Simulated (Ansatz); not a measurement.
What is wrong with this input? (SiO$_{2}$)

Intended: SiO$_{2}$, PBE, plane waves and PAW in Ansatz. The input:

```yaml
crystal:
  lattice:
    - [5.0605222284, 0.0, 0.0]
    - [-2.5302611142, 4.3825408062, 0.0]
    - [0.0, 0.0, 5.54135331]
  atoms:
    - { symbol: Si, position: [0.0, 0.5, 0.3333333333] }
    - { symbol: Si, position: [0.5, 0.5, 0.6666666667] }
    - { symbol: Si, position: [0.5, 0.0, 0.0] }
    - { symbol: O, position: [0.58278926, 0.79139463, 0.8333333333] }
    - { symbol: O, position: [0.79139463, 0.58278926, 0.5] }
    - { symbol: O, position: [0.79139463, 0.20860537, 0.1666666667] }
    - { symbol: O, position: [0.41721074, 0.20860537, 0.8333333333] }
    - { symbol: O, position: [0.20860537, 0.41721074, 0.5] }
    - { symbol: O, position: [0.20860537, 0.79139463, 0.1666666667] }
basis:
  ecutwfc: 420
kpoints:
  mp_grid: { grid: [6, 6, 4] }
hamiltonian:
  xc: scan2
scf:
  occupations: { method: gaussian, width: 0.02 }
output:
  forces: true
  stress: true
  eigenvalues: true
```

Command:

```bash
ansatz run input.yaml --threads 2 --pin off --max-ram 5120MiB --backend cpu --events-out ev --progress --plain --runs-dir out
```

The program printed:

```text
Error: YAML parse error: error: line 21 column 7: hamiltonian.xc: unknown variant `scan2`, expected one of `lda`, `lda-pw`, `pw92`, `pbe`, `pbesol`, `rpbe`, `revpbe`, `blyp`, `pbe0`, `revpbe0`, `b3lyp`, `b3lyp5`, `hse06`, `wpbeh`, `hiss`, `lc_wpbe`, `cam_b3lyp`, `hf`, `r2scan`, `r2scanh`, `r2scan0`, `r2scan50`
  --> <input>:21:7
   |
19 |   mp_grid: { grid: [6, 6, 4] }
20 | hamiltonian:
21 |   xc: scan2
   |       ^ hamiltonian.xc: unknown variant `scan2`, expected one of `lda`, `lda-pw`, `pw92`, `pbe`, `pbesol`, `rpbe`, `revpbe`, `blyp`, `pbe0`, `revpbe0`, `b3lyp`, `b3lyp5`, `hse06`, `wpbeh`, `hiss`, `lc_wpbe`, `cam_b3lyp`, `hf`, `r2scan`, `r2scanh`, `r2scan0`, `r2scan50`
22 | scf:
23 |   occupations: { method: gaussian, width: 0.02 }
   |
```

Problem. Name the fault and the cure.

Solution. The fault is a functional's name that the program doesn't know. The name isn't in the program's list. The cure is a listed name.

The change to the input:

```diff
 hamiltonian:
-  xc: scan2
+  xc: pbe
```

The mended run converges, with a largest force of 0.248 eV/Å, a pressure of 4.98 GPa.

Time of the mended run: 2.2 s on 2 threads of Intel(R) Xeon(R) 6975P-C (Granite Rapids), on a shared host, peak memory 0.41 GiB.

This form isn't the usual stable structure of the compound.